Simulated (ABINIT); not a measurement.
Wanted: the native input for an ABINIT 10.8.3 (patched build) run.

```
Task                : single point
Functional          : AM05
Potentials or basis : JTH PAW PBE v2.0
Cutoff              : 490 eV
k mesh              : 9 × 9 × 9
Occupations         : fermi-dirac, width 0.05 eV
Spin                : no spin polarisation
Fine-grid cutoff    : 979.61 eV
```

The system is AlRu.

```
Ru Al
1.0
     2.99160    0.00000    0.00000
     0.00000    2.99160    0.00000
     0.00000    0.00000    2.99160
Ru Al
1 1
Cartesian
  1.4958 1.4958 1.4958
  0.0000 0.0000 0.0000
```

These files were run (other wordings do the same):

run.abi

```
# Pseudopotentials
pp_dirpath "./"
pseudos "Ru.GGA_PBE-JTH.xml, Al.GGA_PBE-JTH.xml"

# Structure
acell 3*1.0 Angstrom
rprim
     2.9916000000     0.0000000000     0.0000000000
     0.0000000000     2.9916000000     0.0000000000
     0.0000000000     0.0000000000     2.9916000000
ntypat 2
znucl 44 13
natom 2
typat 1 2
xcart
     1.4958000000     1.4958000000     1.4958000000
     0.0000000000     0.0000000000     0.0000000000 Angstrom

# Plane-wave basis
ecut 18.0
pawecutdg 36.0
pawxcdev 0

# k points
kptopt 1
ngkpt 9 9 9
nshiftk 1
shiftk 0.0 0.0 0.0

# Exchange and correlation
ixc -120135

# Bands and occupations
nband 14
occopt 3
tsmear 0.05 eV

# SCF cycle
nstep 100
tolvrs 1.0e-9

# Output
iomode 3
prtwf 0
prtden 0
prteig 0
prtebands 0
```

Potentials or basis: JTH PAW PBE v2.0.

Run with:

```bash
$ abinit run.abi > log 2>&1
```

Results of the run:

```yaml
Pressure: -3.5 GPa
Band_gap_on_the_k_mesh: none (metal or under the smearing width)
Valence_electrons_inside_the_program's_atomic_spheres: Ru 13.80; Al 0.82
```

Caveat: the PAW data sets were made with another functional, which shifts forces and pressure a little.

It took 14 s on 1 thread of Arm Neoverse V1 (shared host), peak memory 0.09 GiB.
